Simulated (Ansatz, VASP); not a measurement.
## AlRu in VASP and in Ansatz

INCAR

```
SYSTEM = AlRu
PREC = Accurate
ENCUT = 600
EDIFF = 1E-7
ISMEAR = 0
SIGMA = 0.1
LREAL = .FALSE.
LASPH = .TRUE.
NELM = 80
ALGO = Normal
ISIF = 3
LWAVE = .FALSE.
LCHARG = .FALSE.
GGA = PE
IBRION = 2
NSW = 100
EDIFFG = -0.005
```

File KPOINTS:

```
Automatic mesh
0
G
  14 14 14
  0 0 0
```

Contents of POSCAR:

```
AlRu
1.0
    3.0260840301      0.0000000000      0.0000000000
    0.0000000000      3.0260840301      0.0000000000
    0.0000000000      0.0000000000      3.0260840301
Al Ru
1 1
Direct
    0.0000000000      0.0000000000      0.0000000000
    0.5000000000      0.5000000000      0.5000000000
```

Input for Ansatz:

```yaml
crystal:
  lattice:
    - [3.0260840301, 0.0, 0.0]
    - [0.0, 3.0260840301, 0.0]
    - [0.0, 0.0, 3.0260840301]
  atoms:
    - { symbol: Al, position: [0.0, 0.0, 0.0] }
    - { symbol: Ru, position: [0.5, 0.5, 0.5] }
basis:
  ecutwfc: 420
kpoints:
  mp_grid: { grid: [14, 14, 14] }
hamiltonian:
  xc: pbe
scf:
  occupations: { method: gaussian, width: 0.1 }
output:
  forces: true
  stress: true
  eigenvalues: true
  write_density: true
  write_potential: true
  elf: true
  volumetric_format: npy
relax:
  adjacent_minimum: "off"
  f_tol: 0.005
  max_steps: 80
  cell: { stress_tol: 0.05 }
```

Alike in both runs: task relaxation of cell and atoms; functional PBE; k mesh 14 × 14 × 14; occupations gaussian, width 0.1 eV; no spin polarisation.

|  | VASP | Ansatz |
| --- | --- | --- |
| version | VASP 6.6.1 | Ansatz 0.2.0 |
| potentials or method | VASP PAW PBE potentials, release 64 (Al, Ru_pv) | scalar-relativistic, plane waves, PAW |
| plane-wave cutoff (eV) | 600 | 420 |
| valence electrons in the cell | 17 | 19 |

```csv
,VASP,Ansatz,Ansatz less VASP
"gap on the k mesh at the Fermi level, each at its own relaxed structure (eV)",none,none,-
relaxed volume (Å³/atom),13.55,13.55,+0.002
relaxed cell length with the largest relative difference (Å),3.004,3.004,+0.0002
energy change over the relaxation (meV/atom),-4,-4,+0.1
```

A gap of «none» marks a metal or a gap that the smearing closes. The two sets of potentials don't hold the same shells in valence.
